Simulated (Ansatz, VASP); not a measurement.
**TaN: VASP beside Ansatz**

```
Ta N
1.0
     2.93800    0.00000    0.00000
    -1.46900    2.54438    0.00000
     0.00000    0.00000    2.82534
Ta N
1 1
Direct
  0.33333 0.66667 0.50000
  0.00000 0.00000 0.00000
```

Change from the starting cell: zz strain of -2 %.

Alike in both runs: task single point; functional PBEsol; k mesh 12 × 12 × 10; occupations fermi-dirac, width 0.02 eV; no spin polarisation.

```csv
,VASP,Ansatz
version,VASP 6.6.1,Ansatz 0.2.0
potentials or method,"VASP PAW PBE potentials, release 64 (Ta_pv, N), cutoff 520 eV","all-electron LAPW, scalar-relativistic"
```

```csv
,VASP,Ansatz,Ansatz less VASP
pressure (GPa),3.9,3.0,-0.88
largest component of the traceless stress (GPa),9.56,9.36,-0.192
```

Ansatz ran all-electron here, so the differences hold the error of VASP's frozen core and of both bases.

Caveats: the PAW data sets were made with another functional, which shifts forces and pressure a little (VASP). The runs have no spin-orbit coupling, so splittings on Ta are missing.
